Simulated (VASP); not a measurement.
# SnSe: molecular dynamics with a thermostat

SnSe, Pnma (no. 62), 16 atoms in the cell. PBE, molecular dynamics; PAW potentials Sn, Se (PBE set).

Ensemble: Nose-Hoover; Target temperature (K): 1000.

## Input

INCAR:
```
SYSTEM = SnSe
  GGA = PE
  PREC = Normal
  ENCUT = 210
  EDIFF = 1E-6
  NELMIN = 4
  NELM = 60
  ALGO = Normal
  LREAL = Auto
  LASPH = .TRUE.
  ISMEAR = 0
  SIGMA = 0.05
  ISYM = 0
  LWAVE = .FALSE.
  LCHARG = .FALSE.
  IBRION = 0
  NSW = 60
  POTIM = 3.0
  TEBEG = 1000
  ISIF = 2
  RANDOM_SEED = 906132 0 0
  MDALGO = 2
  SMASS = 0
  KPAR = 2
```

KPOINTS:
```
k-points
0
Monkhorst-Pack
  1 2 2
```

POSCAR:
```
SnSe
1.0
   11.4200000000      0.0000000000      0.0000000000
    0.0000000000      8.3800000000      0.0000000000
    0.0000000000      0.0000000000      4.4600000000
Sn Se
8 8
Direct
    0.8770000000      0.3750000000      0.9090000000
    0.8770000000      0.8750000000      0.9090000000
    0.6230000000      0.1250000000      0.4090000000
    0.6230000000      0.6250000000      0.4090000000
    0.3770000000      0.3750000000      0.5910000000
    0.3770000000      0.8750000000      0.5910000000
    0.1230000000      0.1250000000      0.0910000000
    0.1230000000      0.6250000000      0.0910000000
    0.6430000000      0.3750000000      0.9840000000
    0.6430000000      0.8750000000      0.9840000000
    0.8570000000      0.1250000000      0.4840000000
    0.8570000000      0.6250000000      0.4840000000
    0.1430000000      0.3750000000      0.5160000000
    0.1430000000      0.8750000000      0.5160000000
    0.3570000000      0.1250000000      0.0160000000
    0.3570000000      0.6250000000      0.0160000000
```

Commands:
```
cat potpaw_PBE.64/Sn/POTCAR potpaw_PBE.64/Se/POTCAR > POTCAR
mpirun -np 2 vasp_std > vasp.out
```

## Result

- Mean temperature (K): 986
- Rise of the mean potential energy above the start (meV/atom): 129.3
- Electronic steps per ionic step after the first: 4.4

Course of the run:

| Time (fs) | Temperature (K) | Potential energy less the first (meV/atom) |
|---|---|---|
| 3 | 1000 | 0.0 |
| 18 | 851 | 19.0 |
| 30 | 623 | 52.6 |
| 45 | 534 | 82.8 |
| 57 | 791 | 85.5 |
| 72 | 1394 | 94.2 |
| 84 | 1672 | 126.6 |
| 99 | 1421 | 175.2 |
| 111 | 1122 | 192.5 |
| 126 | 849 | 199.6 |
| 138 | 738 | 201.7 |
| 153 | 810 | 192.0 |
| 165 | 953 | 182.8 |
| 180 | 1110 | 178.3 |

REPORT:
```
MDALGO =   2
               SCALING =       0
                 CNEXP =     9.000   14.000
           RANDOM_SEED =            906132                0                0

   original number of atomic DOF:         45
   number of independent constraints:      0
   number of active DOF:                  45

========================================
         MD step No.       1
========================================

  Atomic velocities initialized by STEP_tb

  >Energies
                    E_tot             E_pot             E_kin               EPS                ES
   e_b>   -0.62644494E+02   -0.64582513E+02    0.19380186E+01    0.00000000E+00    0.00000000E+00

  >Temperature
               T_sim     T_inst
   tmprt>   1000.000    999.539

  >Thermostat:
           s(n+1) sdot(n+1)      s(n)   sdot(n)        Qs
   s_b>  -0.00001  -0.00001   0.00000   0.00000   0.20929

           RANDOM_SEED =            906132               96                0

[... steps left out ...]

========================================
         MD step No.      60
========================================

  >Energies
                    E_tot             E_pot             E_kin               EPS                ES
   e_b>   -0.62644776E+02   -0.61729964E+02    0.21513368E+01    0.14968866E-01   -0.30811179E+01

  >Temperature
               T_sim     T_inst
   tmprt>   1000.000   1109.559

  >Thermostat:
           s(n+1) sdot(n+1)      s(n)   sdot(n)        Qs
   s_b>  -0.80351  -0.00816  -0.79455  -0.00976   0.20929

           RANDOM_SEED =            906132               96                0
```

OSZICAR:
```
N       E                     dE             d eps       ncg     rms          rms(c)
DAV:   1     0.261074912358E+03    0.26107E+03   -0.17768E+04   196   0.641E+02
DAV:   2    -0.356975570171E+02   -0.29677E+03   -0.28212E+03   239   0.155E+02
DAV:   3    -0.653683502597E+02   -0.29671E+02   -0.28984E+02   256   0.514E+01
DAV:   4    -0.661739645914E+02   -0.80561E+00   -0.80117E+00   240   0.866E+00
DAV:   5    -0.662074875248E+02   -0.33523E-01   -0.33498E-01   272   0.148E+00    0.970E+00
DAV:   6    -0.646586629164E+02    0.15488E+01   -0.38803E+00   240   0.513E+00    0.621E+00
DAV:   7    -0.645952166531E+02    0.63446E-01   -0.12715E+00   248   0.294E+00    0.222E+00
DAV:   8    -0.645820954209E+02    0.13121E-01   -0.14353E-01   264   0.107E+00    0.427E-01
DAV:   9    -0.645822787234E+02   -0.18330E-03   -0.16818E-02   248   0.466E-01    0.137E-01
DAV:  10    -0.645823940192E+02   -0.11530E-03   -0.78441E-04   232   0.102E-01    0.781E-02
DAV:  11    -0.645825305217E+02   -0.13650E-03   -0.62900E-04   256   0.823E-02    0.255E-02
DAV:  12    -0.645825139029E+02    0.16619E-04   -0.53817E-05   232   0.239E-02    0.112E-02
[... left out ...]
     58 T=  1045. E= -.62645106E+02 F= -.61696078E+02 E0= -.61696078E+02  EK= 0.20267E+01 SP= -.30E+01 SK= 0.21E-01
     59 T=  1076. E= -.62644785E+02 F= -.61709029E+02 E0= -.61709029E+02  EK= 0.20865E+01 SP= -.30E+01 SK= 0.19E-01
[... last step whole ...]
       N       E                     dE             d eps       ncg     rms          rms(c)
DAV:   1    -0.617299352274E+02   -0.20905E-01   -0.58234E-05   348   0.186E+00    0.179E-02
DAV:   2    -0.617299648815E+02   -0.29654E-04   -0.44559E-04   198   0.712E-02    0.147E-02
DAV:   3    -0.617299644465E+02    0.43501E-06   -0.96257E-06   264   0.105E-02    0.777E-03
DAV:   4    -0.617299635351E+02    0.91135E-06   -0.98909E-07   144   0.401E-03
     60 T=  1110. E= -.62644776E+02 F= -.61729964E+02 E0= -.61729964E+02  EK= 0.21513E+01 SP= -.31E+01 SK= 0.15E-01
```

Limits: 180 fs of 16 atoms are too short for converged averages; the cell is only 4.5 Å across, so each atom moves in step with near copies of itself.

VASP 6.6.1 took 317 s on 2 cores (AMD EPYC 7R13 (Zen 3)), a shared host.
